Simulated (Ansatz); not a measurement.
Au:

```
Au
1.0
     2.74841    0.00000    0.00000
     0.00000    2.74841    0.00000
     0.00000    0.00000    2.74841
Au
1
Direct
  0.50000 0.50000 0.50000
```

The cell was built by a generator and needn't be a form met in nature.

| Item | Value |
| --- | --- |
| Program | Ansatz 0.2.0 |
| Task | relaxation of cell and atoms |
| Functional | PBE |
| Dispersion | D3(BJ) |
| Potentials or basis | Ansatz PAW |
| Cutoff | 420 eV (not typed: the program's choice for these potentials) |
| k mesh | 10 × 10 × 10 |
| Occupations | fermi-dirac, width 0.05 eV |
| Spin | no spin polarisation |

At the start: volume 20.76 Å³/atom.

Problem. Where does the relaxation end?

Solution. It ends after 4 steps and the volume is 19.99 Å³/atom (-3.7 %); space group Pm-3m (No. 221, to 0.05 Å).

Step by step:
```
step  energy change (eV)  largest force (eV/Å)  volume (Å³)
   1              0.0000                0.0000        20.76
   2             -0.0102                0.0000        20.04
   3             -0.0102                0.0000        19.99
   4             -0.0100                0.0000        19.99
```

Final structure:
```
CELL_PARAMETERS angstrom
2.71384 0.00000 0.00000
0.00000 2.71384 0.00000
0.00000 0.00000 2.71384
ATOMIC_POSITIONS crystal
Au 0.50000 0.50000 0.50000
```

Caveat: the plane-wave basis is chosen anew once the cell has moved, so the energies of steps on either side of that aren't comparable; pairwise dispersion overbinds metals, which lowers pressure and volume.
